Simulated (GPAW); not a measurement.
# HfN (Fm-3m) in GPAW: further runs

One crystal, HfN, is run at these levels: RPBE, PBE+D3(BJ); tasks: single point, relaxation of cell and atoms.

Everything below comes from runs of GPAW 26.7.0. Logs are shortened: lines on timing, memory, paths and dates and some standing lists are left out, and cuts for length are marked. The log counts tension as positive stress, the text compression.

### 1 The crystal as given

It takes space group Fm-3m (No. 225, cubic). Conventional cell: a = 4.512 Å, b = 4.512 Å, c = 4.512 Å, α = 90.00°, β = 90.00°, γ = 90.00°. Around Hf (site symmetry m-3m) lie 6 N at 2.26 Å. N (site symmetry m-3m) has 6 Hf at 2.26 Å as nearest neighbours.

### 2 Single point, RPBE

run.py

```python
from ase.dft.bandgap import bandgap
from ase.io import read, write
from ase.units import GPa
from gpaw import GPAW, PW

atoms = read('POSCAR')

calc = GPAW(mode=PW(800),
            xc='RPBE',
            kpts={'size': (10, 10, 10), 'gamma': True},
            occupations={'name': 'methfessel-paxton', 'order': 0, 'width': 0.05},
            nbands=19,
            convergence={'density': 1e-05, 'energy': 1e-05},
            maxiter=150,
            txt='gpaw.txt')
atoms.calc = calc
energy = atoms.get_potential_energy()
forces = atoms.get_forces()
stress = atoms.get_stress()
calc.write('gs.gpw')
write('result.traj', atoms)
print(f'Energy: {energy:.6f} eV')
print('Forces (eV/A):')
print(forces.round(4))
print('Stress (GPa):', (stress / GPa).round(3))
print('Fermi level:', round(calc.get_fermi_level(), 4), 'eV')
print(f'Gap: {bandgap(calc)[0]:.4f} eV, direct: {bandgap(calc, direct=True)[0]:.4f} eV')
```

POSCAR

```
HfN
1.0
    0.0000000000      2.2560000000      2.2560000000
    2.2560000000      0.0000000000      2.2560000000
    2.2560000000      2.2560000000      0.0000000000
Hf N
1 1
Direct
    0.0000000000      0.0000000000      0.0000000000
    0.5000000000      0.5000000000      0.5000000000
```

Potentials or basis: the program's PAW data sets (release 1.2.1) made for this functional, pw.

Command:

```sh
$ OMP_NUM_THREADS=1 python run.py
```

gpaw.txt:

```text
__  _  _
 | _ |_)|_||  |
 |__||  | ||/\| - 26.7.0

Input parameters:
  mode=PW(ecut=800.0),
  convergence={'density': 1e-05, 'energy': 1e-05},
  kpts=MonkhorstPack(size=(10, 10, 10), gamma=True),
  maxiter=150,
  nbands=19,
  occupations=Occupations(name='methfessel-paxton', order=0, width=0.05),
  xc=XC(name='RPBE')

Diagonalizing LCAO Hamiltonian
Converting LCAO to pw mode

              N

       Hf

Atoms  # Å, Bohr magnetons
|   | symbol |        x |        y |        z |    initial magnetic moments |
|---|--------|----------|----------|----------|-----------------------------|
| 0 |     Hf | 0.000000 | 0.000000 | 0.000000 | ( 0.0000,  0.0000,  0.0000) |
| 1 |      N | 2.256000 | 2.256000 | 2.256000 | ( 0.0000,  0.0000,  0.0000) |

Unit cell  # Å
| periodic |        x |        y |        z |  lengths |    angles |
|----------|----------|----------|----------|----------|-----------|
|      yes | 0.000000 | 2.256000 | 2.256000 | 3.190466 | 60.000000 |
|      yes | 2.256000 | 0.000000 | 2.256000 | 3.190466 | 60.000000 |
|      yes | 2.256000 | 2.256000 | 0.000000 | 3.190466 | 60.000000 |

Number of symmetries: 48
Symmetry operations  # r_c * U_cc + t_c -> r_c
|    | kind |            matrix            |
|----|------|------------------------------|
|  0 |  σ   |  1, 0, 0,  1, 0,-1,  1,-1, 0 |
|  1 |  C2  |  1, 0, 0,  1,-1, 0,  1, 0,-1 |
|  2 |  E   |  1, 0, 0,  0, 1, 0,  0, 0, 1 |
|  3 |  σ   |  1, 0, 0,  0, 0, 1,  0, 1, 0 |
|  4 |  C4  |  1, 0,-1,  1, 0, 0,  1,-1, 0 |
|  5 |  S6  |  1, 0,-1,  1,-1, 0,  1, 0, 0 |
|  6 |  σ   |  1, 0,-1,  0, 1,-1,  0, 0,-1 |
|  7 |  C3  |  1, 0,-1,  0, 0,-1,  0, 1,-1 |
|  8 |  S6  |  1,-1, 0,  1, 0, 0,  1, 0,-1 |
|  9 |  C4  |  1,-1, 0,  1, 0,-1,  1, 0, 0 |
| 10 |  C3  |  1,-1, 0,  0,-1, 1,  0,-1, 0 |
| 11 |  σ   |  1,-1, 0,  0,-1, 0,  0,-1, 1 |
| 12 |  σ   |  0, 1, 0,  1, 0, 0,  0, 0, 1 |
| 13 |  C4  |  0, 1, 0,  0, 1,-1, -1, 1, 0 |
| 14 |  C3  |  0, 1, 0,  0, 0, 1,  1, 0, 0 |
| 15 |  S6  |  0, 1, 0, -1, 1, 0,  0, 1,-1 |
| 16 |  C2  |  0, 1,-1,  1, 0,-1,  0, 0,-1 |
| 17 |  σ   |  0, 1,-1,  0, 1, 0, -1, 1, 0 |
| 18 |  S4  |  0, 1,-1,  0, 0,-1,  1, 0,-1 |
| 19 |  C4  |  0, 1,-1, -1, 1, 0,  0, 1, 0 |
| 20 |  C3  |  0, 0, 1,  1, 0, 0,  0, 1, 0 |
| 21 |  σ   |  0, 0, 1,  0, 1, 0,  1, 0, 0 |
| 22 |  S6  |  0, 0, 1,  0,-1, 1, -1, 0, 1 |
| 23 |  C4  |  0, 0, 1, -1, 0, 1,  0,-1, 1 |
| 24 |  S4  |  0, 0,-1,  1, 0,-1,  0, 1,-1 |
| 25 |  C3  |  0, 0,-1,  0, 1,-1,  1, 0,-1 |
| 26 |  C2  |  0, 0,-1,  0,-1, 0, -1, 0, 0 |
| 27 |  S6  |  0, 0,-1, -1, 0, 0,  0,-1, 0 |
| 28 |  S4  |  0,-1, 1,  1,-1, 0,  0,-1, 0 |
| 29 |  C4  |  0,-1, 1,  0, 0, 1, -1, 0, 1 |
| 30 |  C2  |  0,-1, 1,  0,-1, 0,  1,-1, 0 |
| 31 |  σ   |  0,-1, 1, -1, 0, 1,  0, 0, 1 |
| 32 |  C3  |  0,-1, 0,  1,-1, 0,  0,-1, 1 |
| 33 |  S6  |  0,-1, 0,  0, 0,-1, -1, 0, 0 |
| 34 |  S4  |  0,-1, 0,  0,-1, 1,  1,-1, 0 |
| 35 |  C2  |  0,-1, 0, -1, 0, 0,  0, 0,-1 |
| 36 |  C2  | -1, 1, 0,  0, 1, 0,  0, 1,-1 |
| 37 |  S6  | -1, 1, 0,  0, 1,-1,  0, 1, 0 |
| 38 |  S4  | -1, 1, 0, -1, 0, 1, -1, 0, 0 |
| 39 |  C3  | -1, 1, 0, -1, 0, 0, -1, 0, 1 |
| 40 |  S6  | -1, 0, 1,  0, 0, 1,  0,-1, 1 |
| 41 |  C2  | -1, 0, 1,  0,-1, 1,  0, 0, 1 |
| 42 |  C3  | -1, 0, 1, -1, 1, 0, -1, 0, 0 |
| 43 |  S4  | -1, 0, 1, -1, 0, 0, -1, 1, 0 |
| 44 |  C2  | -1, 0, 0,  0, 0,-1,  0,-1, 0 |
| 45 |  i   | -1, 0, 0,  0,-1, 0,  0, 0,-1 |
| 46 |  σ   | -1, 0, 0, -1, 1, 0, -1, 0, 1 |
| 47 |  C2  | -1, 0, 0, -1, 0, 1, -1, 1, 0 |

BZ-sampling:
  Number of BZ points: 1000
  Number of IBZ points: 47

  Monkhorst-Pack size: [10, 10, 10]
  Monkhorst-Pack shift: [0.05, 0.05, 0.05]

K-points  # in reciprocal-cell coordinates
|     |                                coordinates |     weight |
|-----|--------------------------------------------|------------|
|   0 | (  0.00000000,   0.00000000,   0.00000000) | 0.00100000 |
|   1 | (  0.10000000,   0.10000000,   0.00000000) | 0.00600000 |
|   2 | (  0.10000000,   0.10000000,   0.10000000) | 0.00800000 |
|   3 | (  0.20000000,   0.10000000,   0.10000000) | 0.01200000 |
|   4 | (  0.20000000,   0.20000000,   0.00000000) | 0.00600000 |
|   5 | (  0.20000000,   0.20000000,   0.10000000) | 0.02400000 |
|   6 | (  0.20000000,   0.20000000,   0.20000000) | 0.00800000 |
|   7 | (  0.30000000,   0.20000000,   0.10000000) | 0.02400000 |
|   8 | (  0.30000000,   0.20000000,   0.20000000) | 0.02400000 |
|   9 | (  0.30000000,   0.30000000,   0.00000000) | 0.00600000 |
| ... |                                            |            |
|  46 | (  0.50000000,   0.50000000,   0.50000000) | 0.00400000 |

Plane wave coefficients: 1243
Cutoff: 800.0 eV

Spin-components: 1 (collinear spins)
Bands:           19
Projectors:      11
Spin-degeneracy: 2
Datatype:        complex128

Parallelization:
  kpt:    1
  domain: 1
  band:   1

Density:
  Valence electrons: 17.0
  Components: 1
  Grid points: [21 21 21]
  Charge: 0.0  # |e|

Potential:
  Grid points: [21 21 21]

species:
  Hf:
    name:    Hafnium
    Z:       72.0
    valence: 12
    core:    60
    charge:  0.0  # [|e|]
    compensation charges:
      type: gauss
      rc: 0.41  # [Å]
      lmax: 2
    cutoffs:
      filter: 2.36  # [Å]
      core: 4.02  # [Å]
    projectors
    | kind |    occ | energy [eV] | rcut [Å] |
    |------|--------|-------------|----------|
    |   5s |  2.000 |     -66.835 |    1.397 |
    |   6s |  2.000 |      -5.043 |    1.397 |
    |   5p |  6.000 |     -35.601 |    1.307 |
    |   6p |  0.000 |      -1.407 |    1.307 |
    |   5d |  2.000 |      -2.651 |    1.334 |
    |    d |        |      24.560 |    1.334 |

    Using partial waves for Hf as LCAO basis

  N:
    name:    Nitrogen
    Z:       7.0
    valence: 5
    core:    2
    charge:  0.0  # [|e|]
    compensation charges:
      type: gauss
      rc: 0.18  # [Å]
      lmax: 2
    cutoffs:
      filter: 1.11  # [Å]
      core: 0.96  # [Å]
    projectors
    | kind |    occ | energy [eV] | rcut [Å] |
    |------|--------|-------------|----------|
    |   2s |  2.000 |     -18.658 |    0.603 |
    |   2p |  3.000 |      -7.050 |    0.529 |
    |    s |        |       8.553 |    0.603 |
    |    p |        |      20.161 |    0.529 |
    |    d |        |       0.000 |    0.577 |

    Using partial waves for N as LCAO basis

Reference energy: -411382.576439  # eV

eigensolver:
  PPCG
  Converge bands: occupied
  niter=2

density mixing:
  MSR1-Mixer
  Pratt-step length: 0.05
  Maximum mixing coefficient: 0.75
  Old densities: 10
  SVD Regularization: 0.005
  Good broyden scale: 1.0
  Trust region scale: 1.0
  Backstep threshold: 4.0
  History deletion threshold: 6.0
  Fourier metric: weight=20.0, sigma=0.015

occupation numbers:
  Methfessel-Paxton:
    width: 0.0500  # eV
    order: 0

poisson solver:
  ecut: 6400.0  # eV

xc functional:
  name: RPBE with 2 nearest neighbor stencil

convergence criteria:
- Maximum integral of absolute [dens]ity change: 1e-05 electrons / valence electron
- Maximum [total energy] change in last 3 cyles: 1e-05 eV / valence electron
- Maximum integral of absolute [eigenst]ate change: 4e-08 eV^2 / valence electron
maximum number of iterations: 150

SCF iterations
|iter     | |      energy | eigst |  dens |
|---------|-|-------------|-------|-------|
|iter:   1| |  -20.090568 | +0.03 |       |
|iter:   2| |  -19.544635 | -2.41 | -0.90 |
|iter:   3| |  -18.269686 | -1.47 | -0.96 |
|iter:   4| |  -18.278714 | -3.01 | -1.61 |
|iter:   5| |  -18.289179 | -3.20 | -1.82 |
|iter:   6| |  -18.289025 | -5.23 | -2.92 |
|iter:   7| |  -18.289033c| -6.34 | -3.49 |
|iter:   8| |  -18.289034c| -7.14 | -4.02 |
|iter:   9| |  -18.289034c| -8.35c| -5.05c|

Converged in 9 steps
Energy contributions relative to reference atoms: (reference = -411382.576439)

Energy contributions:
  Kinetic:          25.591910
  Coulomb:         -25.262173
  Zero:             -0.237094
  External:          0.000000
  Xc:              -18.381128
  Entropy:          -0.001098
  Spinorbit:         0.000000
  ----------------------------
  Free energy:     -18.289583
  Extrapolated:    -18.289034

dipole moment: (-16.294791, -16.294791, -16.294791)  # |e|*Ang

Fermi level: 14.142
Eigenvalues  # (at kpt = [0.000, 0.000, 0.000])
| band index |      eig [eV] | occ [0-2] |
|------------|---------------|-----------|
|          0 |       -48.547 |     2.000 |
|        ... |               |           |
|          3 |       -17.134 |     2.000 |
|          4 |        -3.501 |     2.000 |
|          5 |        11.058 |     2.000 |
|          6 |        11.058 |     2.000 |
|          7 |        11.058 |     2.000 |
|          8 |        13.756 |     2.000 |
[... 8 lines left out ...]
|         17 |        38.568 |     0.000 |
|         18 |        40.549 |     0.000 |

No gap
No difference between direct/indirect transitions

Forces  # eV/Ang
|       x |        y |        z |
|---------|----------|----------|
| 0.00000 | -0.00000 | -0.00000 |  # Hf   0
| 0.00000 | -0.00000 | -0.00000 |  # N    1

Stress tensor  # eV/Ang^3
|         x |         y |         z |
|-----------|-----------|-----------|
| -0.074790 |  0.000000 | -0.000000 |
|  0.000000 | -0.074790 | -0.000000 |
| -0.000000 | -0.000000 | -0.074790 |

# Writing to gs.gpw (mode='')
```

Run time: 24 s. Hardware: 1 thread of Arm Neoverse V1, shared host; peak memory 0.16 GiB.

Results:

- Free energy: -18.2896 eV
- Pressure: 12.0 GPa
- Band gap on the k mesh: none (metal or under the smearing width)

Levels at points of the mesh, in eV from the Fermi level:
```csv
k point,band 5,band 6,band 7,band 8,band 9,band 10,band 11,band 12,band 13,band 14
"(0.00, 0.00, 0.00)",-17.64,-3.08,-3.08,-3.08,-0.39,-0.39,-0.39,1.79,1.94,1.94
"(0.50, 0.50, 0.00)",-16.58,-5.53,-3.87,-3.77,-3.77,4.07,5.49,5.49,5.58,8.11
"(0.50, 0.50, 0.50)",-14.96,-8.96,-6.26,-6.26,3.25,3.68,3.68,4.38,8.80,8.80
```

### 3 Relaxation of cell and atoms, PBE+D3(BJ), target pressure -2 GPa, at which the enthalpy is minimised

run.py

```python
from ase.calculators.mixing import SumCalculator
from ase.filters import FrechetCellFilter
from ase.io import read, write
from ase.optimize import BFGS
from ase.units import GPa
from dftd3.ase import DFTD3
from gpaw import GPAW, PW

atoms = read('HfN.xyz')

calc = GPAW(mode=PW(800),
            xc='PBE',
            kpts={'size': (10, 10, 10), 'gamma': True},
            occupations={'name': 'fermi-dirac', 'width': 0.05},
            nbands=19,
            convergence={'density': 1e-05, 'forces': 0.0001},
            maxiter=150,
            txt='gpaw.txt')
atoms.calc = SumCalculator([calc, DFTD3(method='pbe', damping='d3bj')])
opt = BFGS(FrechetCellFilter(atoms, scalar_pressure=-2 * GPa), trajectory='relax.traj', logfile='-')
done = opt.run(fmax=0.02, steps=40)
calc.write('gs.gpw')
write('result.traj', atoms)
print('Converged:', done)
print('Cell:', atoms.cell.cellpar().round(4))
print('Volume:', round(atoms.get_volume(), 4))
print(atoms.get_scaled_positions().round(5))
```

HfN.xyz

```xyz
2
Lattice="0.0000000000 2.2560000000 2.2560000000 2.2560000000 0.0000000000 2.2560000000 2.2560000000 2.2560000000 0.0000000000" Properties=species:S:1:pos:R:3 pbc="T T T"
Hf     0.0000000000      0.0000000000      0.0000000000
N      2.2560000000      2.2560000000      2.2560000000
```

Potentials or basis: GPAW PAW data sets (gpaw-data 1.2.1), pw.

Command:

```sh
$ OMP_NUM_THREADS=1 python run.py
```

It took 61 s on 1 thread of Arm Neoverse V1, shared host; peak memory 0.22 GiB.

Results (log left out):

```yaml
Free_energy: -20.0729 eV
Relaxed_volume: 11.61 Å³/atom
Relaxed_cell: a = 3.202 Å, b = 3.202 Å, c = 3.202 Å, α = 60.00°, β = 60.00°, γ = 60.00°
Space_group_after_relaxing_to_0.05_Å: Fm-3m (No. 225)
Energy_change_on_relaxing_the_enthalpy_is_what_falls: -0.1 meV/atom
Ionic_steps: 3
Pressure_after_relaxing: -2.0 GPa
Band_gap_on_the_k_mesh: none (metal or under the smearing width)
Dispersion_energy_per_atom: -0.383 eV
```

The path:
```tsv
step	energy change (eV)	largest force (eV/Å)	pressure (GPa)	volume (Å³)
1	0.0000	0.0000	1.06	22.96
2	-0.0006	0.0000	-0.28	23.07
3	-0.0001	0.0000	-1.98	23.21
```

Final structure:
```yaml
crystal:
  lattice:
    - [0.00000, 2.26412, 2.26412]
    - [2.26412, 0.00000, 2.26412]
    - [2.26412, 2.26412, 0.00000]
  atoms:
    - { symbol: Hf, position: [0.00000, 0.00000, 0.00000] }
    - { symbol: N, position: [0.50000, 0.50000, 0.50000] }
```

Levels at points of the mesh, in eV from the Fermi level:
| k point | band 7 | band 8 | band 9 | band 10 | band 11 | band 12 |
| --- | --- | --- | --- | --- | --- | --- |
| (0.00, 0.00, 0.00) | -3.05 | -3.05 | -0.39 | -0.39 | -0.39 | 1.72 |
| (0.50, 0.50, 0.00) | -3.82 | -3.74 | -3.74 | 4.00 | 5.40 | 5.40 |
| (0.50, 0.50, 0.50) | -6.20 | -6.20 | 3.19 | 3.61 | 3.61 | 4.36 |

Caveat: later steps reuse the first step's grids; pairwise dispersion overbinds metals, which lowers pressure and volume. Zero-point motion and thermal expansion aren't in these numbers.
